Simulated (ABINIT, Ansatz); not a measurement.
## A GW chain in ABINIT: SiC (Moissanite)

Aim: the G0W0 gap of SiC (Moissanite) on PBE, step by step.

Calculated with ABINIT 10.8.3; PBE and many-body steps on it, plane waves.

**What was measured.**

- Gap 3.02 eV: band gap at cryogenic temperature; bulk crystal (literature value) (quoted in “Silicon carbide diodes for neutron detection”, 2020, arxiv:2009.14696).

- Gap 3.03 eV: indirect gap, experimental literature value; quoted from earlier experiment; bulk crystal (quoted in “Charge spill-out and work function of few-layer graphene on SiC(0001)”, 2018, arxiv:1806.04908).

- Gap 3 eV: optical absorption onset, approximate; UV-Vis-NIR transmission; bulk crystal (400 micron semi-insulating 6H-SiC wafer) (“Effects of energetic ion irradiation on WSe2/SiC heterostructures”, 2017, pmc:5482891).

**1. The structure**

Symmetry: P6_3mc, No. 186, hexagonal system. The conventional cell has a = 3.081 Å, b = 3.081 Å, c = 15.125 Å, α = 90.00°, β = 90.00°, γ = 120.00°. Si has 4 C at 1.88 to 1.90 Å nearest. Nearest to Si lie 4 C at 1.89 Å. Si has 4 C at 1.89 Å nearest. C has 4 Si at 1.88 to 1.89 Å nearest. C has 4 Si at 1.89 Å nearest. Nearest to C lie 4 Si at 1.89 to 1.90 Å. Farther neighbours are not listed.

The cell and positions come from the Crystallography Open Database and are kept as given unless a step says otherwise.

**2. Ground state**

This step: ABINIT 10.8.3; DFT, PBE, plane waves, norm-conserving pseudopotentials.

The ground-state density comes first.

File run.abi:

```
acell 3*1.0 Angstrom
rprim 
  3.081000000023 -0.000000000005 0.000000000000
  -1.540500000007 2.668224269083 0.000000000000
  0.000000000000 0.000000000000 15.124800000000
ntypat 2
znucl 14 6
natom 12
typat 1 1 1 1 1 1 2 2 2 2 2 2
xred 
  0.000000000000 0.000000000000 0.000000000000
  0.000000000000 0.000000000000 0.500000000000
  0.333333333333 0.666666666667 0.166400000000
  0.666666666667 0.333333333333 0.666400000000
  0.666666666667 0.333333333333 0.332900000000
  0.333333333333 0.666666666667 0.832900000000
  0.333333333333 0.666666666667 0.041200000000
  0.666666666667 0.333333333333 0.541200000000
  0.666666666667 0.333333333333 0.208000000000
  0.333333333333 0.666666666667 0.708000000000
  0.000000000000 0.000000000000 0.374600000000
  0.000000000000 0.000000000000 0.874600000000
pp_dirpath "pseudos"
pseudos "Si.upf, C.upf"
ecut 37
ngkpt 6 6 2
nshiftk 1
shiftk 0 0 0
kptopt 1
chksymbreak 0
nband 34
occopt 1
tolvrs 1e-10
nstep 60
prtwf 0
optforces 0
optstress 0
indata_prefix "in"
outdata_prefix "out"
tmpdata_prefix "tmp"
```

On the command line:

```sh
> OMP_NUM_THREADS=1 mpirun -n 8 abinit run.abi > log
```

Numbers of over 12 decimals in the logs are rounded to 6 here.

Log:

```text
.Version 10.8.3 of ABINIT. v10.8.2 released Aug 2026.

 Symmetries : space group P6_3 m c (#186); Bravais hP (primitive hexag.)
================================================================================
 Values of the parameters that define the memory need of the present run
     intxc =       0    ionmov =       0      iscf =       7    lmnmax =       6
     lnmax =       6     mgfft =     160  mpssoang =       3    mqgrid =    7827
     natom =      12  nloc_mem =       1    nspden =       1   nspinor =       1
    nsppol =       1      nsym =      12    n1xccc =    2501    ntypat =       2
    occopt =       1   xclevel =       2
-    mband =          34        mffmem =           1         mkmem =           2
       mpw =        9084          nfft =      163840          nkpt =          14
================================================================================
  Rough estimation (10% accuracy) of disk space for files :
================================================================================

--------------------------------------------------------------------------------
------------- Echo of variables that govern the present computation ------------
--------------------------------------------------------------------------------
 -outvars: echo values of preprocessed input variables --------
            acell      1.8897261259E+00  1.8897261259E+00  1.8897261259E+00 Bohr

      chksymbreak           0
             ecut      3.70000000E+01 Hartree
-          fftalg         312

              ixc     -101130
              kpt      0.00000000E+00  0.00000000E+00  0.00000000E+00
                       1.66666667E-01  0.00000000E+00  0.00000000E+00
                       3.33333333E-01  0.00000000E+00  0.00000000E+00
                       5.00000000E-01  0.00000000E+00  0.00000000E+00
                       1.66666667E-01  1.66666667E-01  0.00000000E+00
                       3.33333333E-01  1.66666667E-01  0.00000000E+00
                       3.33333333E-01  3.33333333E-01  0.00000000E+00
                       0.00000000E+00  0.00000000E+00  5.00000000E-01
                       1.66666667E-01  0.00000000E+00  5.00000000E-01
                       3.33333333E-01  0.00000000E+00  5.00000000E-01
                       5.00000000E-01  0.00000000E+00  5.00000000E-01
[...]
kptrlatt        6    0    0      0    6    0      0    0    2
          kptrlen      3.49334772E+01
P           mkmem           2
            natom          12
            nband          34
            ngfft          32      32     160
             nkpt          14
            nstep          60
             nsym          12
           ntypat           2
              occ      2.000000  2.000000  2.000000  2.000000  2.000000  2.000000
                       2.000000  2.000000  2.000000  2.000000  2.000000  2.000000
                       2.000000  2.000000  2.000000  2.000000  2.000000  2.000000
                       2.000000  2.000000  2.000000  2.000000  2.000000  2.000000
                       0.000000  0.000000  0.000000  0.000000  0.000000  0.000000
                       0.000000  0.000000  0.000000  0.000000
        optforces           0
        optstress           0
            prtwf           0
            rprim      3.0810000000E+00 -5.0000000000E-12  0.0000000000E+00
[...]
spgroup         186

           tolvrs      1.00000000E-10

             xred      0.0000000000E+00  0.0000000000E+00 -2.7755575616E-17
[...]
znucl       14.00000    6.00000

================================================================================

 chkinp: Checking input parameters for consistency.

================================================================================
== DATASET  1 ==================================================================
-   mpi_nproc: 8, omp_nthreads: 1 (-1 if OMP is not activated)

--- !DatasetInfo
iteration_state: {dtset: 1, }
dimensions: {natom: 12, nkpt: 14, mband: 34, nsppol: 1, nspinor: 1, nspden: 1, mpw: 9084, }
cutoff_energies: {ecut:  37.0, pawecutdg:  -1.0, }
electrons: {nelect:   4.80000000E+01, charge:   0.00000000E+00, occopt:   1.00000000E+00, tsmear:   1.00000000E-02, }

 Real(R)+Recip(G) space primitive vectors, cartesian coordinates (Bohr,Bohr^-1):
 R(1)=  5.8222462  0.0000000  0.0000000  G(1)=  0.1717550  0.0991628  0.0000000
 R(2)= -2.9111231  5.0422131  0.0000000  G(2)=  0.0000000  0.1983256  0.0000000
 R(3)=  0.0000000  0.0000000 28.5817297  G(3)=  0.0000000  0.0000000  0.0349874
 Unit cell volume ucvol=  8.3907401E+02 bohr^3
 Angles (23,13,12)=  9.00000000E+01  9.00000000E+01  1.20000000E+02 degrees

 getcut: wavevector=  0.0000  0.0000  0.0000  ngfft=  32  32 160
         ecut(hartree)=     37.000   => boxcut(ratio)=   2.00721

--- Pseudopotential description ------------------------------------------------
- Si Generated using ONCVPSP code by D. R. Hamann
- 14.00000   4.00000  171031                  znucl, zion, pspdat
12 -101130 2 -1 1510                          pspcod,pspxc,lmax,lloc,mmax
     nproj     2     2     2
  pspatm : epsatm=    9.34321561
         --- l  ekb(1:nproj) -->
[...]
pspatm: atomic psp has been read  and splines computed

- C Generated using ONCVPSP code by D. R. Hamann
-  6.00000   4.00000  171031                  znucl, zion, pspdat
12 -101130 1 -1 1248                          pspcod,pspxc,lmax,lloc,mmax
     nproj     2     2     0
  pspatm : epsatm=    4.31346680
         --- l  ekb(1:nproj) -->
[...]
pspatm: atomic psp has been read  and splines computed

   3.93312453E+03                                ecore*ucvol(ha*bohr**3)
--------------------------------------------------------------------------------

_setup2: Arith. and geom. avg. npw (full set) are    9023.514    9023.456

================================================================================

--- !BeginCycle
iteration_state: {dtset: 1, }
solver: {iscf: 7, nstep: 60, nline: 4, wfoptalg: 0, }
tolerances: {tolvrs: 1.00E-10, }

     iter   Etot(hartree)      deltaE(h)  residm     vres2
 ETOT  1  -61.039094630670    -6.104E+01 3.845E-02 1.738E+03
 ETOT  2  -61.397924922752    -3.588E-01 1.647E-02 7.133E+02
 ETOT  3  -61.617806450559    -2.199E-01 6.632E-03 7.811E-01
 ETOT  4  -61.618142800033    -3.363E-04 2.812E-03 8.012E-02
 ETOT  5  -61.618153079937    -1.028E-05 1.102E-03 4.512E-03
 ETOT  6  -61.618153511535    -4.316E-07 6.706E-04 2.487E-03
 ETOT  7  -61.618153728350    -2.168E-07 5.484E-04 7.409E-05
 ETOT  8  -61.618153730993    -2.643E-09 5.358E-04 7.141E-06
 ETOT  9  -61.618153731244    -2.510E-10 3.005E-04 2.056E-07
 ETOT 10  -61.618153731252    -7.880E-12 4.551E-04 4.044E-09
 ETOT 11  -61.618153731251     6.963E-13 2.212E-04 1.048E-09
 ETOT 12  -61.618153731250     5.969E-13 3.156E-04 1.569E-11

 At SCF step   12       vres2   =  1.57E-11 < tolvrs=  1.00E-10 =>converged.

--- !ResultsGS
iteration_state: {dtset: 1, }
comment   : Summary of ground state results
lattice_vectors:
- [  5.8222462,  -0.0000000,   0.0000000, ]
- [ -2.9111231,   5.0422131,   0.0000000, ]
- [  0.0000000,   0.0000000,  28.5817297, ]
lattice_lengths: [   5.82225,    5.82225,   28.58173, ]
lattice_angles: [ 90.000,  90.000, 120.000, ] # degrees, (23, 13, 12)
lattice_volume:   8.3907401E+02
convergence: {deltae:  5.969E-13, res2:  1.569E-11, residm:  3.156E-04, diffor:  0.000E+00, }
etotal    :  -6.16181537E+01
entropy   :   0.00000000E+00
fermie    :   2.52514639E-01
cartesian_stress_tensor: null
pressure_GPa: null
xred      :
- [  0.0000E+00,   0.0000E+00,  -2.7756E-17, Si]
- [  0.0000E+00,   0.0000E+00,   5.0000E-01, Si]
- [  3.3333E-01,   6.6667E-01,   1.6640E-01, Si]
- [  6.6667E-01,   3.3333E-01,   6.6640E-01, Si]
- [  6.6667E-01,   3.3333E-01,   3.3290E-01, Si]
- [  3.3333E-01,   6.6667E-01,   8.3290E-01, Si]
- [  3.3333E-01,   6.6667E-01,   4.1200E-02,  C]
- [  6.6667E-01,   3.3333E-01,   5.4120E-01,  C]
- [  6.6667E-01,   3.3333E-01,   2.0800E-01,  C]
- [  3.3333E-01,   6.6667E-01,   7.0800E-01,  C]
- [  0.0000E+00,   0.0000E+00,   3.7460E-01,  C]
- [  0.0000E+00,   0.0000E+00,   8.7460E-01,  C]
cartesian_forces: null
force_length_stats: {min: null, max: null, mean: null, }

 Integrated electronic density in atomic spheres:
 ------------------------------------------------
 Atom  Sphere_radius  Integrated_density
[...]
================================================================================

 ----iterations are completed or convergence reached----

 Mean square residual over all n,k,spin=   16.125E-07; max=  31.559E-05
 reduced coordinates (array xred) for   12 atoms
[...]
0.666666666667      0.333333333333      0.541200000000
       0.666666666667      0.333333333333      0.208000000000
       0.333333333333      0.666666666667      0.708000000000
       0.000000000000      0.000000000000      0.374600000000
       0.000000000000      0.000000000000      0.874600000000
 rms dE/dt=  0.0000E+00; max dE/dt=  0.0000E+00; dE/dt below (all hartree)
    1       0.000000000000      0.000000000000      0.000000000000
    2       0.000000000000      0.000000000000      0.000000000000
    3       0.000000000000      0.000000000000      0.000000000000
    4       0.000000000000      0.000000000000      0.000000000000
    5       0.000000000000      0.000000000000      0.000000000000
    6       0.000000000000      0.000000000000      0.000000000000
    7       0.000000000000      0.000000000000      0.000000000000
    8       0.000000000000      0.000000000000      0.000000000000
    9       0.000000000000      0.000000000000      0.000000000000
[...]
cartesian coordinates (angstrom) at end:
[...]
8      1.540500     0.889408     8.185542
    9      1.540500     0.889408     3.145958
   10      3e-12     1.778816    10.708358
   11      0.000000     0.000000     5.665750
   12      0.000000     0.000000    13.228150
 length scales=  1.889726125908  1.889726125908  1.889726125908 bohr
              =  1.000000000000  1.000000000000  1.000000000000 angstroms
 prteigrs : about to open file out_EIG
 Fermi (or HOMO) energy (hartree) =   0.25251   Average Vxc (hartree)=  -0.41462
 Eigenvalues (hartree) for nkpt=  14  k points:
 kpt#   1, nband= 34, wtk=  0.01389, kpt=  0.0000  0.0000  0.0000 (reduced coord)
  -0.31545   -0.29686   -0.29447   -0.24084   -0.23854   -0.18472   -0.06307    0.02277
   0.02444    0.16275    0.16448    0.21016    0.21016    0.21677    0.21677    0.22136
   0.22136    0.23781    0.23781    0.24193    0.24193    0.25120    0.25251    0.25251
   0.44230    0.44860    0.46337    0.48215    0.48315    0.49718    0.50671    0.50671
   0.51517    0.52277
 prteigrs : prtvol=0 or 1, do not print more k-points.

--- !EnergyTerms
iteration_state     : {dtset: 1, }
comment             : Components of total free energy in Hartree
kinetic             :  3.53279894032612E+01
hartree             :  7.03890881727830E+00
xc                  : -2.26696688339450E+01
Ewald energy        : -6.27317134279360E+01
psp_core            :  4.68745840206450E+00
local_psp           : -2.48322308769849E+01
non_local_psp       :  1.56110278501156E+00
total_energy        : -6.16181537312503E+01
total_energy_eV     : -1.67671538094529E+03
band_energy         :  1.63685840710874E+00

== END DATASET(S) ==============================================================
================================================================================

 -outvars: echo values of variables after computation  --------
           etotal     -6.1618153731E+01
            nband          34
             nkpt          14
          spgroup         186
 [... the other variables as echoed above ...]

 Calculation completed.
```

It took 30 s on 8 MPI ranks of Arm Neoverse V2, shared host; peak memory 0.83 GiB; 4 min of CPU time.

This step gave:

```yaml
total_energy: -1676.7154 eV
gap: 2.017 eV
k_of_the_valence_top: 0, 0, 0
k_of_the_conduction_bottom: 0.5, 0, 0
least_direct_gap: 3.123 eV
```

The gap is indirect, with the least direct gap 1.11 eV higher.

[end of part 1 of 3]

[Paths, hosts, dates, memory and timing lines, banners, echoed tables and standing remarks are left out of the program output.]

[Logs are printed without paths, hosts, clocks, repeated set-up lines and the standing remarks that a program may print on its own settings, such as how far it seeks lower states.]

[Runs of the session that timed out or met a known fault of the program may be left out.]

[Hosts, paths, dates, database ids (printed as entryN), source tags and the programs' standing remarks are cut or masked in the printed files.]

[G0W0 gaps are taken among the corrected bands and points alone; a level outside them can change the order at an edge.]

[Where Ansatz stands beside ABINIT at settings called matched, ABINIT's density can come from a denser mesh and the files from another edition; pairs whose starting gaps differed by over 0.03 eV were left out, so agreement reads better than it is.]
